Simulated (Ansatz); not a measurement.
**PbO: course of a relaxation**

Method: DFT PBE, scalar-relativistic, plane waves, PAW (Ansatz). Run with 420 eV cutoff, 12×12×12 k-mesh, Gaussian smearing of 0.02 eV, no spin polarisation.

What was changed in TlF: F → O, Tl → Pb on all its sites, cell and atoms relaxed.

Spin–orbit coupling is left out, which can shift energies with elements as heavy as these.

Command:

```bash
ansatz run input.yaml --threads 1 --pin off --max-ram 1331MiB --backend cpu --events-out ev --progress --plain --runs-dir out
```

Input:

```yaml
crystal:
  lattice:
    - [0.0, 2.6341776192, 2.6341776192]
    - [2.6341776192, 0.0, 2.6341776192]
    - [2.6341776192, 2.6341776192, 0.0]
  atoms:
    - { symbol: Pb, position: [0.0, 0.0, 0.0] }
    - { symbol: O, position: [0.5, 0.5, 0.5] }
basis:
  ecutwfc: 420
kpoints:
  mp_grid: { grid: [12, 12, 12] }
hamiltonian:
  xc: pbe
scf:
  occupations: { method: gaussian, width: 0.02 }
output:
  forces: true
  stress: true
  eigenvalues: true
relax:
  adjacent_minimum: "off"
  f_tol: 0.01
  max_steps: 60
  cell: { stress_tol: 0.1 }
```

F is the free energy. Steps run on the plane waves of an earlier cell, but the last one, and at times one on the way, on a freshly chosen basis, so a repeated geometry can differ a little in energy.

Steps:

```tsv
step	F − F(1) (eV)	largest force component (eV/Å)	V (Å³/atom)	P (GPa)
1	0.0000	0.000	18.278	-0.19
2	-0.0004	0.000	18.189	0.26
3	-0.0002	0.000	18.241	0.00
4	0.0000	0.000	18.241	-0.01
```

Relaxed structure:

```
CELL_PARAMETERS angstrom
0.00000 2.63238 2.63238
2.63238 0.00000 2.63238
2.63238 2.63238 0.00000
ATOMIC_POSITIONS crystal
Pb 0.00000 0.00000 0.00000
O 0.50000 0.50000 0.50000
```

The structure is cubic, space group Fm-3m (No. 225). The conventional cell has a = 5.265 Å, b = 5.265 Å, c = 5.265 Å, α = 90.00°, β = 90.00°, γ = 90.00°. Pb (site symmetry m-3m) has 6 O at 2.63 Å as nearest neighbours. O (site symmetry m-3m) is surrounded by 6 Pb at 2.63 Å.

The run converged. The run took roughly 7 core-seconds.